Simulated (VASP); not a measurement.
CdTe:

```
Cd Te
1.0
     0.00000    3.20500    3.20500
     3.20500    0.00000    3.20500
     3.20500    3.20500    0.00000
Cd Te
1 1
Direct
  0.00000 0.00000 0.00000
  0.25000 0.25000 0.25000
```

- Program: VASP 6.6.1
- Task: relaxation of cell and atoms
- Functional: PBEsol
- Potentials or basis: VASP PAW PBE potentials, release 64 (Cd, Te)
- Cutoff: 600 eV
- k mesh: 8 × 8 × 8
- Occupations: gaussian, width 0.03 eV
- Spin: no spin polarisation

At the start: pressure 1.8 GPa; volume 32.92 Å³/atom.

Q: Where does the relaxation end?

A: Over 3 steps the energy falls by 7.3 meV/atom and the volume is 34.26 Å³/atom (+4.1 %); space group F-43m (No. 216, to 0.05 Å).

Step by step:
| step | energy change (eV) | largest force (eV/Å) | pressure (GPa) | volume (Å³) |
| --- | --- | --- | --- | --- |
| 1 | 0.0000 | 0.0000 | 1.81 | 65.84 |
| 2 | -0.0129 | 0.0000 | -0.54 | 69.46 |
| 3 | -0.0145 | 0.0000 | 0.00 | 68.52 |

Final structure:
```
Cd Te
1.0
     0.00000    3.24780    3.24780
     3.24780    0.00000    3.24780
     3.24780    3.24780    0.00000
Cd Te
1 1
Direct
  0.00000 0.00000 0.00000
  0.25000 0.25000 0.25000
```

Caveat: the PAW data sets were made with another functional, which shifts forces and pressure a little.
